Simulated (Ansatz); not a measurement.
Ansatz input file:

```yaml
crystal:
  lattice:
    - [1.9753856109, -3.4215009636, 0.0]
    - [1.9753856109, 3.4215009636, 0.0]
    - [0.0, 0.0, 11.538612711]
  atoms:
    - { symbol: Pb, position: [0.08337946, 0.91662054, 0.7531376] }
    - { symbol: Pb, position: [0.58337946, 0.41662054, 0.2468624] }
    - { symbol: Pb, position: [0.91662054, 0.08337946, 0.2468624] }
    - { symbol: Pb, position: [0.41662054, 0.58337946, 0.7531376] }
basis:
  ecutwfc: 420
kpoints:
  mp_grid: { grid: [12, 12, 4] }
hamiltonian:
  xc: pbe
scf:
  occupations: { method: gaussian, width: 0.1 }
output:
  forces: true
  stress: true
  eigenvalues: true
```

Command:
```bash
ansatz run input.yaml --threads 1 --pin off --max-ram 1331MiB --backend cpu --events-out ev --progress --plain --runs-dir out
```

Theory: Ansatz, DFT PBE, scalar-relativistic, plane waves, PAW.

Abridged output:

```
Pseudopotentials: kind: paw
Pseudopotential: Pb, paw, valence charge 14, recommended cutoff 420 eV (normal)
Functional definition: PBE
Crystal: 4 atoms, lattice volume = 155.974 Å³
Basis set: ecut = 420 eV, 3099 PW (Γ), exchange–correlation on 54×54×160 points (8 copies of the dense FFT grid, shifted against one another)
Bands: 34, of which v1, the nominal top of the filled ones, is band 28 counted from 1 (27 counted from 0)
Symmetry: 8 space group operations
Space group: Cmme (ITA 67), of the structure as read, at distance tolerance 5.4e-5 Å
k-points: 129 of 576
Initial density: superposition of atomic densities (neutral atoms: chi_scale 0, normalization atom), corrected by the library's trained network
Initial wavefunctions: pseudopotential atomic-orbital guess
Functional: x = pbe(κ = 0.804, μ = 0.21951497), c = pbe(β = 0.06672455)
SCF iter   1: F=—  HF=-47607.657704 eV  |F-HF|=—  |Δ(HF+E_count)|=         —  Δρ=3.61e-3  dr2=2.80e-2  ethr=1.77e-3  ⟨swp⟩=15.4  Hψ=32146  notcnv=0
SCF iter   2: F=—  HF=-47607.667914 eV  |F-HF|=—  |Δ(HF+E_count)|=   1.02e-2  Δρ=2.04e-3  dr2=9.30e-3  ethr=4.99e-5  ⟨swp⟩=3.7  Hψ=9361  notcnv=0  defer=73
SCF iter   3: F=—  HF=-47607.673321 eV  |F-HF|=—  |Δ(HF+E_count)|=   5.41e-3  Δρ=2.90e-4  dr2=2.77e-4  ethr=1.66e-5  ⟨swp⟩=2.6  Hψ=6442  notcnv=0  defer=74
SCF iter   4: F=—  HF=-47607.673891 eV  |F-HF|=—  |Δ(HF+E_count)|=   5.70e-4  Δρ=1.43e-4  dr2=1.34e-4  ethr=4.95e-7  ⟨swp⟩=4.3  Hψ=9231  notcnv=0  defer=74
SCF iter   5: F=—  HF=-47607.673910 eV  |F-HF|=—  |Δ(HF+E_count)|=   1.91e-5  Δρ=5.38e-5  dr2=1.07e-5  ethr=2.40e-7  ⟨swp⟩=3.3  Hψ=9329  notcnv=0  defer=74
SCF iter   6: F=—  HF=-47607.673924 eV  |F-HF|=—  |Δ(HF+E_count)|=   1.42e-5  Δρ=1.21e-5  dr2=3.36e-7  ethr=1.91e-8  ⟨swp⟩=3.7  Hψ=9138  notcnv=0  defer=117
SCF iter   7: F=-47607.673925 eV  HF=-47607.673925 eV  |F-HF|=1.30e-7  |Δ(HF+E_count)|=   8.33e-7  Δρ=3.92e-6  dr2=4.21e-8  ethr=1.79e-10  ⟨swp⟩=18.5  Hψ=29785  notcnv=0
SCF 1 converged in 7 iterations: F = -47607.673925 eV  dr2 = 4.21e-8
SCF converged after 7 iterations
Free energy (F): -47607.673925 eV
Harris-Foulkes:  -47607.673925 eV  (|F-HF|=1.30e-7)
Internal energy: -47607.673289 eV  (E = F + TS)
E sigma→0 (E₀):  -47607.673607 eV
Entropy (-TS):   -0.000636 eV (-0.159 meV/atom)
Fermi energy:    8.200399 eV
--- Per-component energies (eV) ---
  E_band       = -411.155155
  E_kinetic    = 1221.663434
  E_local      = -7924.168158  (includes V_loc(G=0)·N_el)
  E_nonlocal   = 1407.029497
  E_hartree    = 3406.236461
  E_xc         = -895.044971
  E_vxc        = -547.006355  (∫ρ·V_xc dr)
  E_paw        = -41648.073117  (= ΣΔE_a)
  E_vpaw       = -1381.138828  (= ΣTr[D̂ρ^β])
  E_aug_tail   = 0.000193  (compensation charges beyond the density's cutoff)
  E_ewald      = -3175.316628
  E_smearing   = -0.000636  (= −TS)
--- Forces (eV/Å), atoms counted from 1 ---
  atom   1  Pb     0.00000000     0.03335267     0.00067569
  atom   2  Pb     0.00000000     0.03335267    -0.00067569
  atom   3  Pb     0.00000000    -0.03335267    -0.00067569
  atom   4  Pb     0.00000000    -0.03335267     0.00067569
--- Stress (GPa, compression-positive) ---
       84.076363       0.000000       0.000000
        0.000000      84.254354       0.000000
        0.000000       0.000000      -0.117431
  P = ⅓ Tr σ = 56.0711 GPa (560.711 kbar)
--- Band table (eV; the first three rows and the last of 129) ---
  k-point 0: bands = ["-12.5483", "-12.5482", "-11.9691", "-11.9691", "-11.9676", "-11.9675", "-11.4578", "-11.4577", "-11.4542", "-11.4540", "-10.8381", "-10.8381", "-10.8366", "-10.8366", "-9.7609", "-9.7608", "-9.7589", "-9.7589", "-9.4717", "-9.4715", "-6.3840", "-6.3667", "3.3923", "3.8135", "8.3123", "8.3146", "8.3215", "8.3331", "8.7554", "8.7669", "9.5225", "12.3716", "12.9571", "13.2592"]
  k-point 1: bands = ["-12.5483", "-12.5482", "-11.9691", "-11.9691", "-11.9676", "-11.9676", "-11.4578", "-11.4577", "-11.4542", "-11.4541", "-10.8381", "-10.8381", "-10.8366", "-10.8366", "-9.7609", "-9.7608", "-9.7589", "-9.7589", "-9.4716", "-9.4715", "-6.3815", "-6.3692", "3.4469", "3.7449", "8.3153", "8.3156", "8.3206", "8.3301", "8.7571", "8.7652", "9.7785", "11.5034", "13.1934", "13.2689"]
  k-point 2: bands = ["-12.5482", "-12.5482", "-11.9691", "-11.9691", "-11.9676", "-11.9676", "-11.4578", "-11.4577", "-11.4541", "-11.4541", "-10.8381", "-10.8381", "-10.8366", "-10.8366", "-9.7608", "-9.7608", "-9.7589", "-9.7589", "-9.4716", "-9.4716", "-6.3766", "-6.3741", "3.5702", "3.6079", "8.3176", "8.3186", "8.3212", "8.3241", "8.7604", "8.7619", "10.4810", "10.4912", "13.2469", "13.2556"]
  k-point 128: bands = ["-13.1830", "-13.1830", "-12.9739", "-12.9739", "-12.1405", "-12.1405", "-11.6357", "-11.6356", "-11.1698", "-11.1698", "-10.2149", "-10.2148", "-9.9148", "-9.9147", "-9.5487", "-9.5487", "-9.2826", "-9.2826", "-9.2223", "-9.2221", "-3.3712", "-3.3689", "-1.7682", "-1.7663", "4.8178", "4.8201", "6.5162", "6.5558", "8.8458", "8.8867", "9.5909", "9.5940", "13.3599", "13.3748"]
```

The calculation finished and met its thresholds.

Spin–orbit coupling is left out, which can shift energies with elements as heavy as these.